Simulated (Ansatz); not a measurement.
**NbN: a sweep of one setting**

```xyz
2
Lattice="0.0000 2.1945 2.1945 2.1945 0.0000 2.1945 2.1945 2.1945 0.0000" Properties=species:S:1:pos:R:3 pbc="T T T"
Nb    2.1945    2.1945    2.1945
N     0.0000    0.0000    0.0000
```

Atom numbers follow the list: Nb1, N2.

The cell comes from COD entry 1538667, which wasn't checked; take it as a given geometry.

Level of theory: Ansatz 0.2.0, DFT, PBE, all-electron LAPW, scalar-relativistic.

Numerical set-up: a Γ-centred 13×13×13 k mesh, Fermi–Dirac smearing of 0.08 eV, basis error target 0.25 meV/atom, no spin polarisation. One setting is then changed at a time.

| basis error target (meV/atom) | free energy less the base's (meV/atom) | P (GPa) | cutoff chosen (eV) |
| --- | --- | --- | --- |
| 0.25 (base) | 0.0 | 7.07 | 365 |
| 3 | ? | 7.07 | 278 |
| 10 | 2.7 | 7.07 | 239 |
| 30 | ? | 7.09 | 206 |
| 0.1 | 0.0 | 7.07 | 400 |

**Question.** Fill in "free energy less the base's (meV/atom)" for the row "3".

**Answer.** 0.8.

**Question.** What belongs in the row "30", column "free energy less the base's (meV/atom)"?

**Answer.** 8.2.
